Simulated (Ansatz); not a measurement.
# Pd (Fm-3m) in Ansatz: notebook

One crystal, Pd, is run at these levels: PBE, revPBE-LDA, PBEsol+U; tasks: single point, elastic constants, density of states.

All numbers are computed with Ansatz 0.2.0; they aren't measurements. Logs are shortened: lines on timing, memory, paths and dates and some standing lists are left out, and cuts for length are marked.

**1. The structure**

The structure is cubic, space group Fm-3m (No. 225). Conventional cell: a = 3.893 Å, b = 3.893 Å, c = 3.893 Å, α = 90.00°, β = 90.00°, γ = 90.00°. Pd (site symmetry m-3m) is surrounded by 12 Pd at 2.75 Å.

**2. Single point, PBE, 13.87 Å³/atom (volume scaled by 0.94)**

input.yaml reads:

```yaml
crystal:
  lattice:
    - [0.0, 1.9067643606, 1.9067643606]
    - [1.9067643606, 0.0, 1.9067643606]
    - [1.9067643606, 1.9067643606, 0.0]
  atoms:
    - { symbol: Pd, position: [0.0, 0.0, 0.0] }
kpoints:
  mp_grid: { grid: [12, 12, 12] }
scf:
  occupations: { method: fermi_dirac, width: 0.05 }
hamiltonian:
  xc: pbe
  pseudopotentials: { kind: all_electron, lapw: { basis_error: 0.0005 } }
output:
  forces: true
  stress: true
  eigenvalues: true
```

Potentials or basis: all-electron LAPW, scalar-relativistic.

The run is started by

```console
$ ansatz run input.yaml --threads 1 --pin off --max-ram 2560MiB --backend cpu --events-out ev --progress --plain --runs-dir out
```

Log:

```text
Warning: RAYON_NUM_THREADS=1 ignored (pool sized by the plan → 1); use --threads N
LAPW: plane waves up to 8.863 Å⁻¹, error target 5.0e-4 eV per atom; small_component_spin mean_spin; Pd in spheres of 1.348 Å, 28 of its electrons in bands, Dirac shells [] (how accurate: hamiltonian.pseudopotentials.lapw.basis_error, Limitations)
Engine: ansatz 0.2.0, x86_64-unknown-linux-gnu
Pseudopotentials: kind: all_electron
Pseudopotential: Pd, LAPW, valence charge 28, lapw/all_electron/scalar/gaussian/Pd, Koelling and Harmon's equation, gaussian nucleus
Functional definition: PBE
  parameter kappa = 0.804
  parameter beta = 0.06672455060314922
  exchange = pbe_x(kappa = kappa, mu = beta*pi^2/3)
  correlation = pbe_c(beta = beta)
Crystal: 1 atoms, lattice volume = 13.865 Å³
Basis set: ecut = 299.2676700514869 eV, 169 PW (Γ), exchange–correlation at level 2
Bands: 18, of which v1, the nominal top of the filled ones, is band 14 counted from 1 (13 counted from 0)
Symmetry: 48 space group operations
Space group: Fm-3m (ITA 225), of the structure as read, at distance tolerance 2.4e-5 Å
k-points: 72 of 1728
Non-local potential: Pd, projectors of the file, none
Initial density: superposition of atomic densities (chi_scale 0.1, normalization cell)
Initial wavefunctions: plane waves of lowest kinetic energy (no species holds an atomic orbital)
Functional: x = pbe(κ = 0.804, μ = 0.2195149727645171), c = pbe(β = 0.06672455060314922)
iter 1 solved again at ethr=7.15e-4 eV; its pass at ethr=1.00e-1 eV (dr2=2.00e-1 eV) is discarded
SCF iter   1: F=—  HF=-137307.453873 eV  |F-HF|=—  |Δ(HF+E_count)|=         —  Δρ=5.18e-2  dr2=2.01e-1  ethr=7.15e-4  ⟨swp⟩=2.8  Hψ=8305  notcnv=0
preconditioner: auto → none  [metal: Δε(μ)=0.007 eV  Ē_g=14.281 eV  σ=0.050 eV  W_gap=0.03  n_scr=8 (ndim 8)  ℏωp=31.5 eV  f_vac=0.003  D(μ)=2.09/eV (n_scr^D=26)  sad-step TF]
iter 2 solved again at ethr=2.64e-5 eV; its pass at ethr=7.15e-4 eV (dr2=7.40e-3 eV) is discarded
SCF iter   2: F=—  HF=-137306.726397 eV  |F-HF|=—  |Δ(HF+E_count)|=   7.27e-1  Δρ=7.51e-3  dr2=7.40e-3  ethr=2.64e-5  ⟨swp⟩=2.0  Hψ=6678  notcnv=0
SCF iter   3: F=—  HF=-137306.610643 eV  |F-HF|=—  |Δ(HF+E_count)|=   1.16e-1  Δρ=1.05e-2  dr2=1.04e-2  ethr=2.64e-5  ⟨swp⟩=2.8  Hψ=3997  notcnv=0
SCF iter   4: F=—  HF=-137306.604465 eV  |F-HF|=—  |Δ(HF+E_count)|=         —  Δρ=1.33e-3  dr2=1.84e-4  ethr=2.64e-5  ⟨swp⟩=2.0  Hψ=3377  notcnv=0
the basis was enlarged: its passes take 683.1 KiB over the memory plan, 1 of 1 planned eigensolver slots
SCF iter   5: F=—  HF=-137306.604409 eV  |F-HF|=—  |Δ(HF+E_count)|=   5.58e-5  Δρ=1.70e-4  dr2=2.59e-6  ethr=6.59e-7  ⟨swp⟩=2.0  Hψ=3649  notcnv=0
SCF iter   6: F=—  HF=-137306.604411 eV  |F-HF|=—  |Δ(HF+E_count)|=   2.07e-6  Δρ=3.95e-6  dr2=1.13e-9  ethr=9.26e-9  ⟨swp⟩=2.4  Hψ=3681  notcnv=0
SCF iter   7: F=-137306.604411 eV  HF=-137306.604411 eV  |F-HF|=2.62e-10  |Δ(HF+E_count)|=   1.89e-8  Δρ=8.65e-7  dr2=3.46e-11  ethr=4.21e-12 (applied; sched 4.02e-12)  ⟨swp⟩=3.6  Hψ=4270  notcnv=0
SCF 1 converged in 7 iterations: F = -137306.604411 eV  dr2 = 3.46e-11
SCF converged after 7 iterations
Free energy (F): -137306.604411 eV
Harris-Foulkes:  -137306.604411 eV  (|F-HF|=2.62e-10)
Internal energy: -137306.586439 eV  (E = F + TS)
E sigma→0 (E₀):  -137306.595425 eV
Entropy (-TS):   -0.017972 eV (-17.972 meV/atom)
Fermi energy:    23.282027 eV
--- Per-component energies (eV) ---
  E_band       = -3089.832023
  E_kinetic    = 143301.842305
  E_xc         = -3923.602228
  E_electrostatic = -276684.826517  (all electrons and nuclei)
  E_smearing   = -0.017972  (= −TS)
  E_closure    = 0.000000  (closes the sum)
  E_atoms      = -137302.962084  (free atoms, spherical and without spin; not in F)
  Σ components = -137306.604411   (vs F -137306.604411, Δ=0.00e0)
  Basis errors (estimates in eV, not in F): energy 9.4e-5 per atom: plane waves 8.1e-5 (5.9e-5 summed), levels above the bands 4.7e-173, relativity 3.7e-8, radial functions 1.3e-5, core shells 1.0e-7; eigenvalues (radial functions only) 5.2e-7; not estimated: angular momenta, meshes, grids; target (lapw.basis_error) 5.0e-4; muffin-tin radii Pd 1.348 Å
--- Forces (eV/Å), atoms counted from 1 ---
  atom   1  Pd     0.00000000    -0.00000000    -0.00000000
  max |Σ_I F_I| component: 2.47e-31 eV/Å
--- Stress (GPa, compression-positive) ---
       21.752949      -0.000000      -0.000000
       -0.000000      21.752949       0.000000
       -0.000000       0.000000      21.752949
  P = ⅓ Tr σ = 21.7529 GPa (217.529 kbar)
--- Band table (eV; the first three rows and the last of 72) ---
  k-point 0: bands = ["-301.1956", "-301.1956", "-301.1956", "-301.1737", "-301.1737", "-61.0397", "-26.4873", "-26.4873", "-26.4873", "15.6772", "20.1633", "20.1633", "20.1633", "21.9466", "21.9466", "40.3218", "45.3727", "45.3727"]
  k-point 1: bands = ["-301.1956", "-301.1956", "-301.1956", "-301.1737", "-301.1737", "-61.0349", "-26.5225", "-26.4922", "-26.4922", "15.9419", "20.0669", "20.2564", "20.2564", "21.9021", "21.9021", "40.6242", "43.9564", "45.7072"]
  k-point 2: bands = ["-301.1956", "-301.1956", "-301.1956", "-301.1737", "-301.1737", "-61.0217", "-26.6182", "-26.5056", "-26.5056", "16.6519", "19.9023", "20.4447", "20.4447", "21.8704", "21.8704", "40.8490", "41.7888", "46.6125"]
  k-point 71: bands = ["-301.1956", "-301.1956", "-301.1956", "-301.1737", "-301.1737", "-60.9434", "-26.8273", "-26.8273", "-26.6831", "18.5133", "19.5655", "19.5655", "21.8241", "23.6354", "32.5875", "32.5875", "34.2287", "35.4017"]
```

Run time: 7.3 s. Hardware: 1 thread of Intel Xeon Platinum 8375C at 2.90GHz (Ice Lake), shared host; peak memory 0.34 GiB.

Results:

```yaml
Free_energy: -137306.6044 eV
Pressure: 21.8 GPa
Band_gap_on_the_k_mesh: none (metal or under the smearing width)
```

**3. Single point, PBE, 14.16 Å³/atom (volume scaled by 0.96)**

input.yaml, as its differences from that of step 2:

```diff
@@ -2,5 +2,5 @@
   lattice:
-    - [0.0, 1.9067643606, 1.9067643606]
-    - [1.9067643606, 0.0, 1.9067643606]
-    - [1.9067643606, 1.9067643606, 0.0]
+    - [0.0, 1.9201927211, 1.9201927211]
+    - [1.9201927211, 0.0, 1.9201927211]
+    - [1.9201927211, 1.9201927211, 0.0]
   atoms:
```

Potentials or basis: all-electron LAPW, scalar-relativistic.

The run is started by

```console
$ ansatz run input.yaml --threads 1 --pin off --max-ram 2560MiB --backend cpu --events-out ev --progress --plain --runs-dir out
```

It took 8.5 s on 1 thread of Intel Xeon Platinum 8375C at 2.90GHz (Ice Lake), shared host; peak memory 0.33 GiB.

The run converged. Its results:

```
Free energy            : -137306.6392 eV
Pressure               : 16.1 GPa
Band gap on the k mesh : none (metal or under the smearing width)
```

**4. Single point, PBE, 14.46 Å³/atom (volume scaled by 0.98)**

input.yaml, as its differences from that of step 3:

```diff
@@ -2,5 +2,5 @@
   lattice:
-    - [0.0, 1.9201927211, 1.9201927211]
-    - [1.9201927211, 0.0, 1.9201927211]
-    - [1.9201927211, 1.9201927211, 0.0]
+    - [0.0, 1.933435848, 1.933435848]
+    - [1.933435848, 0.0, 1.933435848]
+    - [1.933435848, 1.933435848, 0.0]
   atoms:
```

The run is started by

```console
$ ansatz run input.yaml --threads 1 --pin off --max-ram 2560MiB --backend cpu --events-out ev --progress --plain --runs-dir out
```

It took 7.1 s on 1 thread of Intel Xeon Platinum 8375C at 2.90GHz (Ice Lake), shared host; peak memory 0.31 GiB.

The run converged. Its results:

```yaml
Free_energy: -137306.6642 eV
Pressure: 11.2 GPa
Band_gap_on_the_k_mesh: none (metal or under the smearing width)
```

**5. Single point, PBE, 14.75 Å³/atom**

input.yaml, as its differences from that of step 4:

```diff
@@ -2,5 +2,5 @@
   lattice:
-    - [0.0, 1.933435848, 1.933435848]
-    - [1.933435848, 0.0, 1.933435848]
-    - [1.933435848, 1.933435848, 0.0]
+    - [0.0, 1.9465, 1.9465]
+    - [1.9465, 0.0, 1.9465]
+    - [1.9465, 1.9465, 0.0]
   atoms:
```

The run is started by

```console
$ ansatz run input.yaml --threads 1 --pin off --max-ram 2560MiB --backend cpu --events-out ev --progress --plain --runs-dir out
```

Run time: 6.8 s. Hardware: 1 thread of Intel Xeon Platinum 8375C at 2.90GHz (Ice Lake), shared host; peak memory 0.34 GiB.

Results (log left out):

```
Free energy            : -137306.6808 eV
Pressure               : 6.8 GPa
Band gap on the k mesh : none (metal or under the smearing width)
```

**6. Single point, PBE, 15.05 Å³/atom (volume scaled by 1.02)**

input.yaml, as its differences from that of step 5:

```diff
@@ -2,5 +2,5 @@
   lattice:
-    - [0.0, 1.9465, 1.9465]
-    - [1.9465, 0.0, 1.9465]
-    - [1.9465, 1.9465, 0.0]
+    - [0.0, 1.9593911042, 1.9593911042]
+    - [1.9593911042, 0.0, 1.9593911042]
+    - [1.9593911042, 1.9593911042, 0.0]
   atoms:
```

Potentials or basis: all-electron LAPW, scalar-relativistic.

The run is started by

```console
$ ansatz run input.yaml --threads 1 --pin off --max-ram 2560MiB --backend cpu --events-out ev --progress --plain --runs-dir out
```

It took 7.4 s on 1 thread of Intel Xeon Platinum 8375C at 2.90GHz (Ice Lake), shared host; peak memory 0.33 GiB.

The run converged. Its results:

| Property | Result |
| --- | --- |
| Free energy | -137306.6898 eV |
| Pressure | 3.0 GPa |
| Band gap on the k mesh | none (metal or under the smearing width) |

**7. Single point, PBE, 15.34 Å³/atom (volume scaled by 1.04)**

input.yaml, as its differences from that of step 6:

```diff
@@ -2,5 +2,5 @@
   lattice:
-    - [0.0, 1.9593911042, 1.9593911042]
-    - [1.9593911042, 0.0, 1.9593911042]
-    - [1.9593911042, 1.9593911042, 0.0]
+    - [0.0, 1.9721147795, 1.9721147795]
+    - [1.9721147795, 0.0, 1.9721147795]
+    - [1.9721147795, 1.9721147795, 0.0]
   atoms:
```

The run is started by

```console
$ ansatz run input.yaml --threads 1 --pin off --max-ram 2560MiB --backend cpu --events-out ev --progress --plain --runs-dir out
```

It took 6.8 s on 1 thread of Intel Xeon Platinum 8375C at 2.90GHz (Ice Lake), shared host; peak memory 0.32 GiB.

It converged, with:

```
Free energy            : -137306.6921 eV
Pressure               : -0.4 GPa
Band gap on the k mesh : none (metal or under the smearing width)
```

**8. Single point, PBE, 15.64 Å³/atom (volume scaled by 1.06)**

input.yaml, as its differences from that of step 7:

```diff
@@ -2,5 +2,5 @@
   lattice:
-    - [0.0, 1.9721147795, 1.9721147795]
-    - [1.9721147795, 0.0, 1.9721147795]
-    - [1.9721147795, 1.9721147795, 0.0]
+    - [0.0, 1.9846763588, 1.9846763588]
+    - [1.9846763588, 0.0, 1.9846763588]
+    - [1.9846763588, 1.9846763588, 0.0]
   atoms:
```

The run is started by

```console
$ ansatz run input.yaml --threads 1 --pin off --max-ram 2560MiB --backend cpu --events-out ev --progress --plain --runs-dir out
```

Run time: 6.5 s. Hardware: 1 thread of Intel Xeon Platinum 8375C at 2.90GHz (Ice Lake), shared host; peak memory 0.32 GiB.

The run converged. Its results:

| Property | Result |
| --- | --- |
| Free energy | -137306.6885 eV |
| Pressure | -3.4 GPa |
| Band gap on the k mesh | none (metal or under the smearing width) |

[end of part 1 of 2]
